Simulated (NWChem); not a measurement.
# As (R-3m) in NWChem: reference runs

Aim: a first look at As with PBE, on the cell as given and on a disturbed one.

Program: NWChem 7.3.0. These are calculated values, not measurements. Logs are shortened: lines on timing, memory, paths and dates and some standing lists are left out, and cuts for length are marked.

## (1) The structure

It takes space group R-3m (No. 166, trigonal). Conventional cell: a = 3.762 Å, b = 3.762 Å, c = 10.542 Å, α = 90.00°, β = 90.00°, γ = 120.00°. Around As (site symmetry 3m) lie 3 As at 2.51 Å.

## (2) Single point, PBE

File as.nw:

```
start as
title "As scf"
memory heap 1500 mb stack 500 mb global 100 mb
geometry units angstrom nocenter noautosym noautoz print
  system crystal
    lattice_vectors
         1.8807968987    1.0858785957    3.5140619945
        -1.8807968987    1.0858785957    3.5140619945
         0.0000000000   -2.1717571915    3.5140619945
  end
  As  0.2260000000  0.2260000000  0.2260000000
  As -0.2260000000 -0.2260000000 -0.2260000000
end
nwpw
  simulation_cell
    ngrid 24 24 24
  end
  xc pbe96
  cutoff 20.0
  ewald_ncut 8
  ewald_rcut 3.0
  monkhorst-pack 9 9 9
  smear 0.0018375 fermi orbitals 5
  scf pulay alpha 0.5 iterations 5 outer_iterations 1
  loop 10 10
  tolerances 1e-08 1e-08
  band_dplot
    density total rho.cube
    elf restricted elf.cube
  end
end
set includestress .true.
task band gradient
task band band_dplot
```

Potentials or basis: NWChem's default library (pspw_default).

Launch:

```sh
> nwchem as.nw > as.out
```

as.out:

```text
Northwest Computational Chemistry Package (NWChem) 7.3.0
             --------------------------------------------------------

                                NWChem Input Module
                                -------------------

                                      As scf
                                      ------

                             Geometry "geometry" -> ""
                             -------------------------

 Output coordinates in angstroms (scale by  1.889725989 to convert to a.u.)

  No.       Tag          Charge          X              Y              Z
 ---- ---------------- ---------- -------------- -------------- --------------
    1 As                  33.0000    -0.00000000    -0.00000000     2.38253403
    2 As                  33.0000    -0.00000000    -0.00000000     8.15965195

      Lattice Parameters
      ------------------

      lattice vectors in angstroms (scale by  1.889725989 to convert to a.u.)

      a1=<   1.881   1.086   3.514 >
      a2=<  -1.881   1.086   3.514 >
      a3=<   0.000  -2.172   3.514 >
      a=       4.131 b=      4.131 c=       4.131
      alpha=  54.167 beta=  54.167 gamma=  54.167
      omega=    43.1

      reciprocal lattice vectors in a.u.

      b1=<   0.884   0.510   0.315 >
      b2=<  -0.884   0.510   0.315 >
      b3=<   0.000  -1.021   0.315 >

      Atomic Mass
      -----------

      As                74.921600

          **********************************************************
[... 12 lines left out ...]
          **********************************************************
          ================ input data ========================
 Generating 1d pseudopotential for As

 Generated formatted_filename: ./As.cpp
 random planewave guess, initial psi:as.movecs
-   spin, nalpha, nbeta: 1   10    0

 input psi filename:./as.movecs

 options:
      boundary conditions  = periodic    (version3)
      electron spin        = restricted
      exchange-correlation = PBE96 (White and Bird) parameterization

 elements involved in the cluster:
      1: As  core charge: 5.0  lmax=2
             comment    : Hamann pseudopotential
             pseudpotential type            :   0
             highest angular component      :   2
             local potential used           :   2
             number of non-local projections:   4
             semicore corrections included  :  1.750 (radius)  1.485 (charge)
             cutoff =   0.968   1.182   1.902

 total charge:   0.000

 atomic composition:
     As  :  2

 number of electrons: spin up=    5.00  spin down=    5.00 (Fourier space)
 number of orbitals:  spin up=      10  spin down=      10 (Fourier space)

 supercell:
      lattice:    a1=<   3.554   2.052   6.641 >
                  a2=<  -3.554   2.052   6.641 >
                  a3=<   0.000  -4.104   6.641 >
      reciprocal: b1=<   0.884   0.510   0.315 >
                  b2=<  -0.884   0.510   0.315 >
                  b3=<   0.000  -1.021   0.315 >
      lattice:    a=       7.806 b=      7.806 c=       7.806
                  alpha=  54.167 beta=  54.167 gamma=  54.167
                  omega=       290.6

      Ewald summation: cut radius=    3.00  and  8
                       Madelung Wigner-Seitz=    1.78648913 (alpha=    2.87980610 rs= 4.10894738)

 brillouin zone:
      number of zone points:   365 (reduced from 365 zone points without symmetry)
      number of k-points is very large

 computational grids:
      density     cutoff= 40.000  fft=  24x  24x  24(     3505 waves     3505 per task)
      wavefnc     cutoff= 20.000 wavefunction grids not printed - number of k-points is very large

 technical parameters:
[... 7 lines left out ...]
      scf algorithm        = Johnson-Pulay mixing (15 histories)
      scf mixing type      = density
      scf mixing parameter = 0.5000
      Kerker damping       = 0.0000

[... 8 lines left out ...]
    iter.           Energy         DeltaE       DeltaRho        DeltaV
    ---------------------------------------------------------------------
       1   -0.1254646839E+02   -0.37407E+01    0.11703E+00    0.11703E+00
       2   -0.1382782852E+02   -0.12814E+01    0.13964E-01    0.20389E-01
       3   -0.1390229950E+02   -0.74471E-01    0.23213E-01    0.77340E-02
       4   -0.1390883227E+02   -0.65328E-02    0.37683E-03    0.17027E-03
       5   -0.1391031461E+02   -0.14823E-02    0.16154E-04    0.10960E-04
       6   -0.1391045604E+02   -0.14143E-03    0.11058E-05    0.65570E-06
       7   -0.1391047687E+02   -0.20833E-04    0.82109E-06    0.18614E-06
       8   -0.1391047858E+02   -0.17066E-05    0.19620E-07    0.15390E-07
       9   -0.1391047904E+02   -0.45527E-06    0.10859E-08    0.54081E-09
      10   -0.1391047904E+02   -0.35396E-09    0.16346E-09    0.30340E-10
    - Writing fractional density.
      Filename:./as.rho
  *** tolerance ok.    iteration terminated.

          =============  summary of results  =================

 number of electrons: spin up=    5.00000  down=    5.00000 (real space)

 total     energy    :  -0.1391047904E+02 (   -0.69552E+01/ion)
 total orbital energy:   0.4053964517E+00
 hartree   energy    :   0.7199926237E+00
 exc-corr  energy    :  -0.4711960160E+01
 ion-ion   energy    :  -0.1329675272E+02 (   -0.66484E+01/ion)
 smearing  energy    :  -0.3101805220E-04

 K.S. kinetic energy :   0.4358426406E+01
 K.S. V_l  energy    :  -0.1977478313E+00
 K.S. V_nl energy    :  -0.7824084811E+00
 K.S. V_Hart energy  :   0.1439985247E+01
 K.S. V_xc energy    :  -0.4412864348E+01
 K.S. V_so energy    :   0.0000000000E+00
 Virial Coefficient  :  -0.9069868444E+00

 Fermi energy =     0.2704782E+00 (   7.360eV)

 orbital energies not printed - number of k-points is very large

 Total BAND energy   :  -0.1391047904E+02

 Total PSPW energy (charge correction - E + 0.5*q**2*mandelung/rs) :  -0.1391047904E+02

========================
= Gradient calculation =
========================

Translation force removed: (   -0.00000   -0.00000    0.00000)

          =============  Ion Gradients =================
 Ion Forces:
        1 As   (    0.00000    0.00000    0.00592 )
        2 As   (   -0.00000   -0.00000   -0.00592 )
        C.O.M. (   -0.00000   -0.00000    0.00000 )
          ===============================================
          |F|       =   0.836657E-02
          |F|/nion  =   0.418329E-02
          max|Fatom|=   0.591606E-02 (   0.304eV/Angstrom)

 Generated formatted_stress_filename: ./As.cpp2

======================
= Stress calculation =
======================

          ============= total gradient ==============
      S =  (   -0.00206    0.00206   -0.00000 )
           (   -0.00119   -0.00119    0.00239 )
           (   -0.00063   -0.00063   -0.00063 )
          ===================================================
          |S|      = 0.42698E-02

       dE/da     =    -0.00179
       dE/db     =    -0.00179
       dE/dc     =    -0.00179
       dE/dalpha =    -0.00802
       dE/dbeta  =    -0.00802
       dE/dgamma =    -0.00800

 output psi filename:./as.movecs

                                NWChem Input Module
                                -------------------

 >>>> BAND Parallel Module - band_dplot <<<<
          ****************************************************
          *                                                  *
          *                   band DPLOT                     *
          *                                                  *
          *    [ Generates density and orbital grids  ]      *
          *                                                  *
          *     [ NorthWest Chemistry implementation ]       *
          *                                                  *
          *            version #1.00   08/01/05              *
          *                                                  *
          ****************************************************

          ============ BAND DPLOT input data =================

 input psi filename:./as.movecs

 options:
      boundary conditions   = periodic    (version3)

 position tolerance = 0.100000E-02

           origin=<   0.000   0.000   0.000 >

 supercell:
      lattice: a1=<   3.554   2.052   6.641 >
               a2=<  -3.554   2.052   6.641 >
               a3=<   0.000  -4.104   6.641 >
               b1=<   0.884   0.510   0.315 >
               b2=<  -0.884   0.510   0.315 >
               b3=<   0.000  -1.021   0.315 >
      volume :      290.6

 brillouin zone:
     number of zone points:365
      density     cutoff= 40.000  fft= 24x 24x 24(     3505 waves     3505 per task)
      wavefnc   1 cutoff= 20.000  fft= 24x 24x 24(     1244 waves     1244 per task)
      wavefnc   2 cutoff= 20.000  fft= 24x 24x 24(     1249 waves     1249 per task)
      wavefnc   3 cutoff= 20.000  fft= 24x 24x 24(     1246 waves     1246 per task)
      [... further points ...]

    writing total density to filename: rho.cube
 ELF not implemented
 CPSI_DATA_END, tagmax=                    1
```

Run time: 21 min. Hardware: 1 thread of Intel Xeon 6975P-C (Granite Rapids), shared host; peak memory 1.3 GiB.

Results:

| Quantity | Value |
| --- | --- |
| Free energy | -378.5243 eV |
| Pressure | 1.4 GPa |
| Largest force | 0.304 eV/Å |

Forces on the atoms (eV/Å):
```
As   0.000  0.000  0.304
As   0.000  0.000 -0.304
```

Stress tensor (GPa, compression positive):
```
1.48 0.00 0.00
0.00 1.49 0.00
0.00 0.00 1.27
```

Caveat: potentials of this library can shift pressures by several GPa and gaps by up to half an eV, enough to turn an indirect gap into a direct one; without spin the log's total energy holds half of the entropy term, while the free energy listed holds all of it.

## (3) Single point, PBE (atoms moved at random, drawn with an rms of 0.05 Å)

Changes to as.nw since step 2:

```diff
@@ -10,4 +10,4 @@
   end
-  As  0.2260000000  0.2260000000  0.2260000000
-  As -0.2260000000 -0.2260000000 -0.2260000000
+  As  0.2118200000  0.2247440000  0.2328240000
+  As -0.2244760000 -0.2244990000 -0.2318710000
 end
@@ -26,6 +26,2 @@
   tolerances 1e-08 1e-08
-  band_dplot
-    density total rho.cube
-    elf restricted elf.cube
-  end
 end
@@ -33,2 +29 @@
 task band gradient
-task band band_dplot
```

Potentials or basis: NWChem's default library (pspw_default).

Launch:

```sh
> nwchem as.nw > as.out
```

as.out:

```text
Northwest Computational Chemistry Package (NWChem) 7.3.0
             --------------------------------------------------------

                                NWChem Input Module
                                -------------------

                                      As scf
                                      ------

                             Geometry "geometry" -> ""
                             -------------------------

 Output coordinates in angstroms (scale by  1.889725989 to convert to a.u.)

  No.       Tag          Charge          X              Y              Z
 ---- ---------------- ---------- -------------- -------------- --------------
    1 As                  33.0000    -0.02430742    -0.03158169     2.35227093
    2 As                  33.0000     0.00004326     0.01603517     8.14965093

      Lattice Parameters
      ------------------

      lattice vectors in angstroms (scale by  1.889725989 to convert to a.u.)

      a1=<   1.881   1.086   3.514 >
      a2=<  -1.881   1.086   3.514 >
      a3=<   0.000  -2.172   3.514 >
      a=       4.131 b=      4.131 c=       4.131
      alpha=  54.167 beta=  54.167 gamma=  54.167
      omega=    43.1

      reciprocal lattice vectors in a.u.

      b1=<   0.884   0.510   0.315 >
      b2=<  -0.884   0.510   0.315 >
      b3=<   0.000  -1.021   0.315 >

      Atomic Mass
      -----------

      As                74.921600

          **********************************************************
[... 12 lines left out ...]
          **********************************************************
          ================ input data ========================
 Generating 1d pseudopotential for As

 Generated formatted_filename: ./As.cpp
 random planewave guess, initial psi:as.movecs
-   spin, nalpha, nbeta: 1   10    0

 input psi filename:./as.movecs

 options:
      boundary conditions  = periodic    (version3)
      electron spin        = restricted
      exchange-correlation = PBE96 (White and Bird) parameterization

 elements involved in the cluster:
      1: As  core charge: 5.0  lmax=2
             comment    : Hamann pseudopotential
             pseudpotential type            :   0
             highest angular component      :   2
             local potential used           :   2
             number of non-local projections:   4
             semicore corrections included  :  1.750 (radius)  1.485 (charge)
             cutoff =   0.968   1.182   1.902

 total charge:   0.000

 atomic composition:
     As  :  2

 number of electrons: spin up=    5.00  spin down=    5.00 (Fourier space)
 number of orbitals:  spin up=      10  spin down=      10 (Fourier space)

 supercell:
      lattice:    a1=<   3.554   2.052   6.641 >
                  a2=<  -3.554   2.052   6.641 >
                  a3=<   0.000  -4.104   6.641 >
      reciprocal: b1=<   0.884   0.510   0.315 >
                  b2=<  -0.884   0.510   0.315 >
                  b3=<   0.000  -1.021   0.315 >
      lattice:    a=       7.806 b=      7.806 c=       7.806
                  alpha=  54.167 beta=  54.167 gamma=  54.167
                  omega=       290.6

      Ewald summation: cut radius=    3.00  and  8
                       Madelung Wigner-Seitz=    1.78648913 (alpha=    2.87980610 rs= 4.10894738)

 brillouin zone:
      number of zone points:   365 (reduced from 365 zone points without symmetry)
      number of k-points is very large

 computational grids:
      density     cutoff= 40.000  fft=  24x  24x  24(     3505 waves     3505 per task)
      wavefnc     cutoff= 20.000 wavefunction grids not printed - number of k-points is very large

 technical parameters:
[... 7 lines left out ...]
      scf algorithm        = Johnson-Pulay mixing (15 histories)
      scf mixing type      = density
      scf mixing parameter = 0.5000
      Kerker damping       = 0.0000

[... 8 lines left out ...]
    iter.           Energy         DeltaE       DeltaRho        DeltaV
    ---------------------------------------------------------------------
       1   -0.1251376372E+02   -0.37251E+01    0.11949E+00    0.11949E+00
       2   -0.1382480851E+02   -0.13110E+01    0.14267E-01    0.21013E-01
       3   -0.1390100922E+02   -0.76201E-01    0.23664E-01    0.79916E-02
       4   -0.1390809065E+02   -0.70814E-02    0.40019E-03    0.19346E-03
       5   -0.1390970884E+02   -0.16182E-02    0.21161E-04    0.13359E-04
       6   -0.1390986748E+02   -0.15864E-03    0.10201E-05    0.67947E-06
       7   -0.1390988909E+02   -0.21609E-04    0.10127E-05    0.23406E-06
       8   -0.1390989117E+02   -0.20797E-05    0.28523E-07    0.21572E-07
       9   -0.1390989161E+02   -0.43809E-06    0.16682E-08    0.66081E-09
      10   -0.1390989162E+02   -0.11769E-07    0.58075E-10    0.17852E-10
      11   -0.1390989162E+02   -0.39529E-08    0.13032E-10    0.86770E-11
    - Writing fractional density.
      Filename:./as.rho
  *** tolerance ok.    iteration terminated.

          =============  summary of results  =================

 number of electrons: spin up=    5.00000  down=    5.00000 (real space)

 total     energy    :  -0.1390989162E+02 (   -0.69549E+01/ion)
 total orbital energy:   0.3994321636E+00
 hartree   energy    :   0.7324009114E+00
 exc-corr  energy    :  -0.4715111173E+01
 ion-ion   energy    :  -0.1327839690E+02 (   -0.66392E+01/ion)
 smearing  energy    :  -0.3367153129E-04

 K.S. kinetic energy :   0.4365939748E+01
 K.S. V_l  energy    :  -0.2303053173E+00
 K.S. V_nl energy    :  -0.7843874994E+00
 K.S. V_Hart energy  :   0.1464801823E+01
 K.S. V_xc energy    :  -0.4416622137E+01
 K.S. V_so energy    :   0.0000000000E+00
 Virial Coefficient  :  -0.9085130258E+00

 Fermi energy =     0.2707800E+00 (   7.368eV)

 orbital energies not printed - number of k-points is very large

 Total BAND energy   :  -0.1390989162E+02

 Total PSPW energy (charge correction - E + 0.5*q**2*mandelung/rs) :  -0.1390989162E+02

========================
= Gradient calculation =
========================

Translation force removed: (    0.00000   -0.00000    0.00000)

          =============  Ion Gradients =================
 Ion Forces:
        1 As   (    0.00236    0.00532    0.00976 )
        2 As   (   -0.00236   -0.00532   -0.00976 )
        C.O.M. (    0.00000    0.00000    0.00000 )
          ===============================================
          |F|       =   0.160763E-01
          |F|/nion  =   0.803816E-02
          max|Fatom|=   0.113677E-01 (   0.585eV/Angstrom)

 Generated formatted_stress_filename: ./As.cpp2

======================
= Stress calculation =
======================

          ============= total gradient ==============
      S =  (   -0.00212    0.00186   -0.00072 )
           (   -0.00243   -0.00311    0.00347 )
           (   -0.00298   -0.00116    0.00127 )
          ===================================================
          |S|      = 0.69238E-02

       dE/da     =    -0.00414
       dE/db     =    -0.00265
       dE/dc     =    -0.00075
       dE/dalpha =    -0.02208
       dE/dbeta  =    -0.01209
       dE/dgamma =     0.00243

 output psi filename:./as.movecs
```

Wall time 22 min (1 thread of Intel Xeon 6975P-C (Granite Rapids), shared host); peak memory 1.3 GiB.

What came out:

- Free energy: -378.5083 eV
- Pressure: 2.0 GPa
- Largest force: 0.584 eV/Å

Forces on the atoms (eV/Å):
```
As   0.121  0.274  0.502
As  -0.121 -0.274 -0.502
```

Stress tensor (GPa, compression positive):
```
 1.43 -0.24  0.66
-0.24  2.59  1.39
 0.66  1.39  1.93
```

Caveat: potentials of this library can shift pressures by several GPa and gaps by up to half an eV, enough to turn an indirect gap into a direct one; without spin the log's total energy holds half of the entropy term, while the free energy listed holds all of it.
